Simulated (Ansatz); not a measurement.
# La2O3 (P321) in Ansatz: further runs

One crystal, La2O3, is run at these levels: LDA, r2SCAN; tasks: band structure.

Program: Ansatz 0.2.0. These are calculated values, not measurements. Logs are shortened: lines on timing, memory, paths and dates and some standing lists are left out, and cuts for length are marked.

## Step 1: The structure

Symmetry: P321, No. 150, trigonal system. Conventional cell: a = 6.370 Å, b = 6.370 Å, c = 3.290 Å, α = 90.00°, β = 90.00°, γ = 120.00°. Around La (site symmetry 3) lie 6 O at 2.46 to 2.47 Å. Around O (site symmetry 2) lie 4 La at 2.46 to 2.47 Å.

The cell comes from a database or a generator and needn't be the stable form of this composition.

## Step 2: Band structure, LDA

Input file input.yaml:

```yaml
crystal:
  lattice:
    - [6.3702727145, 0.0, 0.0]
    - [-3.1851363572, 5.5168179998, 0.0]
    - [0.0, 0.0, 3.2898942108]
  atoms:
    - { symbol: La, position: [0.6666666667, 0.3333333333, 0.498103] }
    - { symbol: La, position: [0.3333333333, 0.6666666667, 0.501897] }
    - { symbol: O, position: [0.504607, 0.0, 0.0] }
    - { symbol: O, position: [0.0, 0.504607, 0.0] }
    - { symbol: O, position: [0.495393, 0.495393, 0.0] }
hamiltonian:
  xc: lda
  pseudopotentials: { kind: paw }
kpoints:
  mp_grid: { grid: [5, 5, 8] }
  band_path:
    path:
      - [[0.0, 0.0, 0.0], [0.5, 0.0, 0.0], [0.3333333333, 0.3333333333, 0.0], [0.0, 0.0, 0.0], [0.0, 0.0, 0.5], [0.5, 0.0, 0.5], [0.3333333333, 0.3333333333, 0.5], [0.0, 0.0, 0.5]]
      - [[0.5, 0.0, 0.5], [0.5, 0.0, 0.0]]
      - [[0.3333333333, 0.3333333333, 0.0], [0.3333333333, 0.3333333333, 0.5]]
    npoints: 14
scf:
  occupations: { method: fermi_dirac, width: 0.05 }
  n_extra_bands: 12
output:
  forces: true
  stress: true
  eigenvalues: true
  fatbands: true
  write_density: true
  write_potential: true
  elf: true
  volumetric_format: npy
```

Potentials or basis: Ansatz PAW.

Command:

```sh
> ansatz run input.yaml --threads 2 --pin off --max-ram 5632MiB --backend cpu --events-out ev --progress --plain --runs-dir out
```

Log:

```text
Warning: RAYON_NUM_THREADS=2 ignored (pool sized by the plan → 2); use --threads N
La: projections on atomic orbitals take those of the free atom [Kr 4d10] 4f0 5s2 5p6 5d1 6s2, of charge +0.00 (hamiltonian.pseudopotentials.projection_atoms); the dataset's partial waves leave at most 1.9e-5 of an orbital's norm unspanned inside its sphere
scf.n_extra_bands = 12 over 20 filled bands (N_el = 40.0): the run solves 32 bands
Engine: ansatz 0.2.0, x86_64-unknown-linux-gnu
Pseudopotentials: kind: paw
Pseudopotential: La, paw, valence charge 11, recommended cutoff 420 eV (normal), La.paw.azcp
Pseudopotential: O, paw, valence charge 6, recommended cutoff 420 eV (normal), O.paw.azcp
Functional definition: SPW92
  exchange = slater_x
  correlation = pw_c
Crystal: 5 atoms, lattice volume = 115.619 Å³
Basis set: ecut = 420 eV, 2279 PW (Γ)
Bands: 32, of which v1, the nominal top of the filled ones, is band 20 counted from 1 (19 counted from 0)
Symmetry: 6 space group operations
Space group: P321 (ITA 150), of the structure as read, at distance tolerance 4.9e-5 Å
k-points: 31 of 200 (time reversal used)
Non-local potential: La, projectors of the file, l = 0: 3, l = 1: 2, l = 2: 2, l = 3: 3
Non-local potential: O, projectors of the file, l = 0: 2, l = 1: 2, l = 2: 1
PAW form: soft (Blöchl's): semilocal exchange-correlation on the pseudo side does not see the compensation charge
PAW frozen core: La, regenerated for the run's functional, and the local potential with it (the file was generated under x = pbe(κ = 0.804, μ = 0.2195149727645171), c = pbe(β = 0.06672455060314922))
PAW frozen core: O, regenerated for the run's functional, and the local potential with it (the file was generated under x = pbe(κ = 0.804, μ = 0.2195149727645171), c = pbe(β = 0.06672455060314922))
PAW one-centre angular grid: La, 590 points (default); XC on 64 Gauss nodes
PAW one-centre angular grid: O, 110 points (default); XC on 64 Gauss nodes
Initial density: superposition of atomic densities (neutral atoms: chi_scale 0, normalization atom), corrected by the library's trained network
Initial wavefunctions: pseudopotential atomic-orbital guess
Functional: x = slater, c = lda
SCF iter   1: F=—  HF=-13826.431086 eV  |F-HF|=—  |Δ(HF+E_count)|=         —  Δρ=1.19e-2  dr2=1.64e-1  ethr=1.77e-3  ⟨swp⟩=5.2  Hψ=4066  notcnv=0  defer=1
preconditioner: auto → Resta (q_TF=auto, 2.286 Å⁻¹)  ε∞=3.9  [insulator: Δε(μ)=1.306 eV  Ē_g=12.236 eV  σ=0.050 eV  W_gap=1.00  n_scr=32 (ndim 8)  ℏωp=20.7 eV  f_vac=0.255  D(μ)=0.00/eV (n_scr^D=0)  ε∞_Penn≈3.9]
SCF iter   2: F=—  HF=-13826.410117 eV  |F-HF|=—  |Δ(HF+E_count)|=   2.10e-2  Δρ=6.49e-3  dr2=3.55e-2  ethr=4.10e-4  ⟨swp⟩=3.1  Hψ=1905  notcnv=0  defer=158
SCF iter   3: F=—  HF=-13826.403595 eV  |F-HF|=—  |Δ(HF+E_count)|=   6.52e-3  Δρ=1.94e-3  dr2=3.78e-3  ethr=8.88e-5  ⟨swp⟩=2.1  Hψ=1345  notcnv=0  defer=158
SCF iter   4: F=—  HF=-13826.405458 eV  |F-HF|=—  |Δ(HF+E_count)|=   1.86e-3  Δρ=2.47e-4  dr2=1.20e-4  ethr=9.45e-6  ⟨swp⟩=2.5  Hψ=1403  notcnv=0  defer=158
SCF iter   5: F=—  HF=-13826.405767 eV  |F-HF|=—  |Δ(HF+E_count)|=   3.08e-4  Δρ=6.60e-5  dr2=1.24e-5  ethr=2.99e-7  ⟨swp⟩=2.1  Hψ=1246  notcnv=0  defer=158
SCF iter   6: F=—  HF=-13826.405803 eV  |F-HF|=—  |Δ(HF+E_count)|=   3.66e-5  Δρ=1.84e-5  dr2=1.54e-6  ethr=3.09e-8  ⟨swp⟩=2.0  Hψ=1194  notcnv=0  defer=158
SCF iter   7: F=—  HF=-13826.405805 eV  |F-HF|=—  |Δ(HF+E_count)|=   2.02e-6  Δρ=5.98e-6  dr2=1.08e-7  ethr=3.85e-9  ⟨swp⟩=2.0  Hψ=1098  notcnv=0  defer=158
SCF iter   8: F=-13826.405805 eV  HF=-13826.405805 eV  |F-HF|=5.24e-9  |Δ(HF+E_count)|=   1.87e-8  Δρ=1.34e-6  dr2=2.55e-9  ethr=2.50e-10  ⟨swp⟩=15.4  Hψ=7628  notcnv=0
SCF 1 converged in 8 iterations: F = -13826.405805 eV  dr2 = 2.55e-9
NSCF: frozen V_eff on 129 k-points
SCF converged after 8 iterations
Free energy (F): -13826.405805 eV
Harris-Foulkes:  -13826.405805 eV  (|F-HF|=5.24e-9)
Internal energy: -13826.405805 eV  (E = F + TS)
E sigma→0 (E₀):  -13826.405805 eV
Fermi energy:    6.107308 eV
--- Per-component energies (eV) ---
  E_band       = -195.912444
  E_kinetic    = 905.036332
  E_local      = -2817.399111  (includes V_loc(G=0)·N_el)
  E_nonlocal   = 349.709684
  E_hartree    = 1093.792752
  E_xc         = -495.045768
  E_vxc        = -575.570828  (∫ρ·V_xc dr)
  E_paw        = -10929.686680  (= ΣΔE_a)
  E_vpaw       = -245.281008  (= ΣTr[D̂ρ^β])
  E_aug_tail   = 0.007325  (compensation charges beyond the density's cutoff)
  E_ewald      = -1933.756537
  E_core_change = 0.936197  (= ΣΔE_core)
  E_smearing   = -0.000000  (= −TS)
  E_closure    = 0.000000  (closes the sum)
  Σ components = -13826.405805   (vs F -13826.405805, Δ=0.00e0)
--- Forces (eV/Å), atoms counted from 1 ---
  atom   1  La     0.00000000    -0.00000000     0.00852392
  atom   2  La    -0.00000000     0.00000000    -0.00852392
  atom   3  O     -0.05110301     0.00000000    -0.00000000
  atom   4  O      0.02555150    -0.04425650    -0.00000000
  atom   5  O      0.02555150     0.04425650     0.00000000
  max |Σ_I F_I| component: 6.94e-18 eV/Å
--- Stress (GPa, compression-positive) ---
       -4.361537       0.000000      -0.000000
        0.000000      -4.361537      -0.000000
       -0.000000      -0.000000      -6.926806
  P = ⅓ Tr σ = -5.2166 GPa (-52.166 kbar)
--- Band table (eV; the first three rows and the last of 31) ---
  k-point 0: bands = ["-25.1473", "-24.9575", "-11.7786", "-11.7786", "-10.0956", "-8.6392", "-8.6392", "-7.8964", "-7.5769", "-6.7565", "-6.7565", "2.1671", "3.3160", "3.3160", "3.4997", "3.4997", "4.3983", "4.3983", "4.7016", "4.9101", "6.8543", "8.7045", "9.2231", "9.2231", "9.9781", "9.9852", "9.9858", "9.9858", "10.0413", "10.2149", "10.2149", "10.2523"]
  k-point 1: bands = ["-25.1007", "-24.9173", "-11.6440", "-11.6440", "-10.5900", "-8.5780", "-8.5779", "-8.0070", "-7.5568", "-7.0036", "-7.0034", "2.7507", "3.3779", "3.3800", "3.5551", "3.5573", "4.0901", "4.0903", "4.5135", "4.7553", "7.2871", "8.9312", "9.3337", "9.3338", "9.9266", "9.9397", "9.9397", "9.9922", "10.0053", "10.0452", "10.1559", "10.1563"]
  k-point 2: bands = ["-24.9848", "-24.8176", "-11.4828", "-11.2554", "-11.2554", "-8.9012", "-8.4242", "-8.4236", "-7.6535", "-7.6529", "-7.0155", "3.2186", "3.2198", "3.5622", "3.5627", "3.7129", "3.9023", "3.9028", "3.9793", "4.8904", "8.2298", "9.3448", "9.5337", "9.5339", "9.7356", "9.7945", "9.8479", "9.8479", "10.0082", "10.0517", "10.0664", "10.0668"]
  k-point 30: bands = ["-24.7562", "-24.7271", "-11.9971", "-11.6751", "-10.2639", "-9.0505", "-8.7080", "-8.5003", "-8.1179", "-8.0962", "-7.5162", "2.6518", "3.2460", "3.4317", "3.4995", "3.5815", "3.7613", "3.9214", "4.7052", "4.7187", "9.5674", "9.5955", "9.6397", "9.6694", "9.7353", "9.7710", "9.8664", "9.9448", "10.0058", "10.0326", "10.0876", "10.1016"]
```

It took 24 s on 2 threads of AMD EPYC 7R43 (Zen 3), shared host; peak memory 0.59 GiB.

What came out:

| Item | Value |
| --- | --- |
| Free energy | -13826.4058 eV |
| Pressure | -5.2 GPa |
| Largest force | 0.051 eV/Å |
| Band gap on the k mesh | 1.50 eV, indirect (least direct gap 1.94 eV) |
| Band gap along the path | 1.50 eV, indirect (least direct gap 1.94 eV) |

Forces in eV/Å, atoms in the order of the input:
```
La   0.000  0.000  0.009
La   0.000  0.000 -0.009
O   -0.051  0.000  0.000
O    0.026 -0.044  0.000
O    0.026  0.044  0.000
```

Stress tensor (GPa, compression positive):
```
-4.36  0.00  0.00
 0.00 -4.36  0.00
 0.00  0.00 -6.93
```

Levels at the corners of the path, in eV from the valence-band top:
```csv
point,band 16,band 17,band 18,band 19,band 20,band 21,band 22,band 23,band 24,band 25
Γ,-1.86,-0.96,-0.96,-0.66,-0.45,1.50,3.35,3.87,3.87,4.62
M,-1.56,-1.56,-1.12,-1.03,-0.90,2.59,3.37,4.09,4.18,4.27
K,-1.30,-1.30,-1.28,-1.28,-0.95,3.06,3.06,4.03,4.33,4.33
Γ,-1.86,-0.96,-0.96,-0.66,-0.45,1.50,3.35,3.87,3.87,4.62
A,-1.46,-1.12,-1.12,-0.26,0.00,4.14,4.18,4.23,4.29,4.31
L,-1.80,-1.56,-1.29,-0.62,-0.61,4.20,4.25,4.25,4.27,4.36
H,-1.68,-1.68,-1.62,-0.66,-0.66,4.22,4.22,4.31,4.31,4.39
A,-1.46,-1.12,-1.12,-0.26,0.00,4.14,4.18,4.23,4.29,4.31
L,-1.80,-1.56,-1.29,-0.62,-0.61,4.20,4.25,4.25,4.27,4.36
M,-1.56,-1.56,-1.12,-1.03,-0.90,2.59,3.37,4.09,4.18,4.27
K,-1.30,-1.30,-1.28,-1.28,-0.95,3.06,3.06,4.03,4.33,4.33
H,-1.68,-1.68,-1.62,-0.66,-0.66,4.22,4.22,4.31,4.31,4.39
```

Caveat: the pressure holds a Pulay correction of +0.4 GPa for the finite cutoff; spin-orbit coupling is left out, which moves the levels of the heavy elements; the PAW data sets come from PBE, with cores solved anew for the run's functional, which leaves a small shift of forces and pressure.

## Step 3: Band structure, r2SCAN

Edit input.yaml of step 2 so:

```diff
@@ -12,3 +12,3 @@
 hamiltonian:
-  xc: lda
+  xc: r2scan
   pseudopotentials: { kind: paw }
@@ -29,3 +29,3 @@
   eigenvalues: true
-  fatbands: true
+  fatbands: false
   write_density: true
```

Potentials or basis: Ansatz PAW.

Command:

```sh
> ansatz run input.yaml --threads 2 --pin off --max-ram 5632MiB --backend cpu --events-out ev --progress --plain --runs-dir out
```

Log:

```text
Warning: RAYON_NUM_THREADS=2 ignored (pool sized by the plan → 2); use --threads N
scf.n_extra_bands = 12 over 20 filled bands (N_el = 40.0): the run solves 32 bands
Engine: ansatz 0.2.0, x86_64-unknown-linux-gnu
Pseudopotentials: kind: paw
Pseudopotential: La, paw, valence charge 11, recommended cutoff 500 eV (meta_gga), La.paw.azcp
Pseudopotential: O, paw, valence charge 6, recommended cutoff 500 eV (meta_gga), O.paw.azcp
Functional definition: r2SCAN
  parameter k0 = 0.174
  parameter k1 = 0.065
  parameter a1 = 4.9479
  exchange = r2scan_x(k0 = k0, k1 = k1, a1 = a1)
  correlation = r2scan_c
Crystal: 5 atoms, lattice volume = 115.619 Å³
Basis set: ecut = 500 eV, 2873 PW (Γ), exchange–correlation on 192×192×96 points (64 copies of the dense FFT grid, shifted against one another)
Bands: 32, of which v1, the nominal top of the filled ones, is band 20 counted from 1 (19 counted from 0)
Symmetry: 6 space group operations
Space group: P321 (ITA 150), of the structure as read, at distance tolerance 4.9e-5 Å
[... 31 lines left out ...]
  E_band       = -209.312203
  E_kinetic    = 913.223842
  E_local      = -2813.065726  (includes V_loc(G=0)·N_el)
  E_nonlocal   = 331.455868
  E_hartree    = 1100.427525
  E_xc         = -487.227310
  E_vxc        = -642.659696  (∫ρ·V_xc dr)
  E_paw        = -11355.496683  (= ΣΔE_a)
  E_vpaw       = -236.861712  (= ΣTr[D̂ρ^β])
  E_aug_tail   = 0.003084  (compensation charges beyond the density's cutoff)
  E_vtau       = 37.739204  (kinetic-family band-sum trace: ∫τ·v_τ [+ j·A + Jᵃ·Aᵃ] dr)
  E_ewald      = -1933.756537
  E_core_change = 0.041202  (= ΣΔE_core)
  E_smearing   = -0.000000  (= −TS)
  E_closure    = 0.000000  (closes the sum)
  Σ components = -14244.394735   (vs F -14244.394735, Δ=0.00e0)
--- Forces (eV/Å), atoms counted from 1 ---
  atom   1  La     0.00000000    -0.00000000     0.01312102
  atom   2  La     0.00000000     0.00000000    -0.01312102
  atom   3  O     -0.03841678     0.00000000    -0.00000000
  atom   4  O      0.01920839    -0.03326991    -0.00000000
  atom   5  O      0.01920839     0.03326991     0.00000000
  max |Σ_I F_I| component: 2.10e-18 eV/Å
--- Stress (GPa, compression-positive) ---
       -0.659616       0.000000       0.000000
        0.000000      -0.659616       0.000000
        0.000000       0.000000      -1.229404
  P = ⅓ Tr σ = -0.8495 GPa (-8.495 kbar)
--- Band table (eV; the first three rows and the last of 31) ---
  k-point 0: bands = ["-25.9778", "-25.7735", "-12.7674", "-12.7674", "-11.2582", "-9.0785", "-9.0785", "-8.3158", "-7.9879", "-7.4156", "-7.4156", "2.3894", "3.3951", "3.3951", "3.6100", "3.6100", "4.5161", "4.5161", "4.8012", "5.0301", "7.4688", "9.3932", "10.0258", "10.0258", "10.7901", "10.8075", "10.8273", "10.8273", "10.8665", "11.0553", "11.0553", "11.0807"]
  k-point 1: bands = ["-25.9292", "-25.7326", "-12.6391", "-12.6391", "-11.6602", "-9.0175", "-9.0173", "-8.4059", "-8.0677", "-7.6552", "-7.6550", "2.9533", "3.4638", "3.4656", "3.6664", "3.6683", "4.2030", "4.2033", "4.6611", "4.8536", "7.8902", "9.6451", "10.1430", "10.1431", "10.7378", "10.7673", "10.7674", "10.8005", "10.8230", "10.8704", "10.9926", "10.9932"]
  k-point 2: bands = ["-25.8079", "-25.6315", "-12.4595", "-12.2764", "-12.2763", "-9.2847", "-8.8643", "-8.8636", "-8.2765", "-8.2757", "-7.6212", "3.3302", "3.3312", "3.6610", "3.6613", "3.8955", "4.0051", "4.0057", "4.1488", "4.9852", "8.8360", "10.1217", "10.3534", "10.3536", "10.5408", "10.6042", "10.6370", "10.6370", "10.8292", "10.8776", "10.9012", "10.9016"]
  k-point 30: bands = ["-25.5698", "-25.5401", "-12.9203", "-12.6027", "-11.4782", "-9.4746", "-9.1379", "-8.9356", "-8.7567", "-8.5631", "-8.1816", "2.7508", "3.4125", "3.5806", "3.6111", "3.6940", "3.8814", "4.0332", "4.8152", "4.8157", "10.3449", "10.3855", "10.4157", "10.4368", "10.5167", "10.5660", "10.6643", "10.7515", "10.8330", "10.8627", "10.9172", "10.9310"]
```

Wall time 30 s (2 threads of AMD EPYC 7R43 (Zen 3), shared host); peak memory 0.82 GiB.

What came out:

```
Free energy             : -14244.3947 eV
Pressure                : -0.8 GPa
Largest force           : 0.038 eV/Å
Band gap on the k mesh  : 1.97 eV, indirect (least direct gap 2.44 eV)
Band gap along the path : 1.97 eV, indirect (least direct gap 2.44 eV)
```

Forces on the atoms (eV/Å):
```
La   0.000  0.000  0.013
La   0.000  0.000 -0.013
O   -0.038  0.000  0.000
O    0.019 -0.033  0.000
O    0.019  0.033  0.000
```

Levels at the corners of the path, in eV from the valence-band top:
```tsv
point	band 17	band 18	band 19	band 20	band 21	band 22	band 23	band 24
Γ	-0.99	-0.99	-0.70	-0.47	1.97	3.89	4.52	4.52
M	-1.59	-1.17	-1.07	-0.93	3.12	3.89	4.76	4.81
K	-1.35	-1.32	-1.32	-0.99	3.61	3.61	4.58	4.97
Γ	-0.99	-0.99	-0.70	-0.47	1.97	3.89	4.52	4.52
A	-1.17	-1.17	-0.32	0.00	4.76	4.81	4.88	4.88
L	-1.59	-1.33	-0.66	-0.65	4.73	4.87	4.92	4.92
H	-1.71	-1.64	-0.71	-0.71	4.90	4.90	4.94	4.96
A	-1.17	-1.17	-0.32	0.00	4.76	4.81	4.88	4.88
L	-1.59	-1.33	-0.66	-0.65	4.73	4.87	4.92	4.92
M	-1.59	-1.17	-1.07	-0.93	3.12	3.89	4.76	4.81
K	-1.35	-1.32	-1.32	-0.99	3.61	3.61	4.58	4.97
H	-1.71	-1.64	-0.71	-0.71	4.90	4.90	4.94	4.96
```

Caveat: the magnetic or orbital state may not be the lowest; spin-orbit coupling is left out, which moves the levels of the heavy elements; the PAW data sets come from PBE, with cores solved anew for the run's functional, which leaves a small shift of forces and pressure. r2SCAN opens gaps a little over a GGA but as a rule still falls short of measured ones.
